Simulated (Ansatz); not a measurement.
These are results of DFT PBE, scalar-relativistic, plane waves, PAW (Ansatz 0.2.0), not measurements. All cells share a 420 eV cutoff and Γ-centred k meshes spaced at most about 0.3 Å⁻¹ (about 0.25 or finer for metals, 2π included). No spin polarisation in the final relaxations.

Temperature and zero-point effects are left out.

Two forms of La2O3 were relaxed alike.

A.

Space group P6/mmm (No. 191). a = 6.372 Å, b = 6.372 Å, c = 3.287 Å, α = 90.00°, β = 90.00°, γ = 120.00°
```tsv
atom	site	symmetry	x	y	z
La	2d	-6m2	0.3333	0.6667	0.5000
O	3f	mmm	0.5000	0.5000	0.0000
```

B.

Space group P6/mmm (No. 191). a = 4.016 Å, b = 4.016 Å, c = 7.067 Å, α = 90.00°, β = 90.00°, γ = 120.00°
```tsv
atom	site	symmetry	x	y	z
La	2e	6mm	0.0000	0.0000	0.1946
O	2c	-6m2	0.3333	0.6667	0.0000
O	1b	6/mmm	0.0000	0.0000	0.5000
```

**Question.** Which is lower in energy, and by how much?

**Answer.** A is lower, by 0.87 eV/atom. A has space group P6/mmm (No. 191), 23.1 Å³/atom and a gap of 1.62 eV on its mesh; B has space group P6/mmm (No. 191), 19.7 Å³/atom and no gap. Counting O atoms around La (those within 1.25 times the shortest such distance or 1.15 times the sum of covalent radii; a plus sign parts nearer from farther groups), A has La 6 and B has La 1+6. The lower one is the more open, so pressure narrows the difference. Origin: A is a cell as deposited in COD, relaxed; B was invented. A third cell relaxed alike, in P-3m1 (a Materials Project cell), lies 210 meV/atom below the lower of the two. The part of the Crystallography Open Database at hand lists La2O3 in space groups No. 150, 206; no cell shown has one of them.

Kohn–Sham gaps at this level usually fall short of measured ones. The zero gap of P6/mmm at 19.7 Å³/atom may come from the functional, which often closes small gaps, or the cell may be a true semimetal. Cells relaxed within their symmetry can be saddle points.
